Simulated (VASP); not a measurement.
Input of a VASP 6.6.1 run:

Contents of INCAR:

```
SYSTEM = WS2
PREC     = Accurate       ! precision mode
ENCUT    = 520            ! plane-wave cutoff, eV
EDIFF    = 1E-8           ! SCF threshold, eV
ISMEAR   = 0              ! smearing method
SIGMA    = 0.01           ! smearing width, eV
LREAL    = .FALSE.        ! projectors in reciprocal space
LASPH    = .TRUE.         ! aspherical terms in the spheres
NELM     = 80             ! most SCF steps
ALGO     = Normal         ! electronic algorithm
ISIF     = 2              ! what is computed and relaxed
LWAVE    = .FALSE.        ! write WAVECAR
LCHARG   = .FALSE.        ! write CHGCAR
LMAXMIX  = 4              ! l up to which the mixer works
LDAU     = .TRUE.         ! DFT+U
LDAUTYPE = 2            
LDAUL    = 2 -1           ! shell
LDAUU    = 8 0            ! U, eV
LDAUJ    = 0 0          
LDAUPRINT= 1            
GGA      = RE             ! functional
LEFG     = .TRUE.
```

KPOINTS

```
regular mesh
0
G
  8 8 3
  0 0 0
```

POSCAR

```
WS2
1.0
    3.2641213718      0.0000000000      0.0000000000
    0.0000000000      3.2641213718      0.0000000000
    0.0000000000      0.0000000000     10.3085325648
W S
1 2
Cartesian
    1.6320606859      1.6320606859      5.1542662824
    1.6320606859      1.6320606859      9.4377043290
    1.6320606859      1.6320606859      0.8708282358
```

Potentials or basis: VASP PAW PBE potentials, release 64 (W_sv, S).

Command:

```bash
$ cat potpaw_PBE.64/W_sv/POTCAR potpaw_PBE.64/S/POTCAR > POTCAR
$ mpirun -np 1 vasp_std > vasp.out
```

(1) Estimate the largest force.

(2) What does it give for the pressure?

(3) Estimate the band gap on the k mesh.

Results:

(1) 6.737 eV/Å.

(2) -1.3 GPa.

(3) none (metal or under the smearing width).

Caveat: the PAW data sets were made with another functional, which shifts forces and pressure a little; this functional lacks dispersion, which binds the layers, so the pressure and a relaxed spacing across them are unreliable; U without spin polarisation on a metal has little footing.
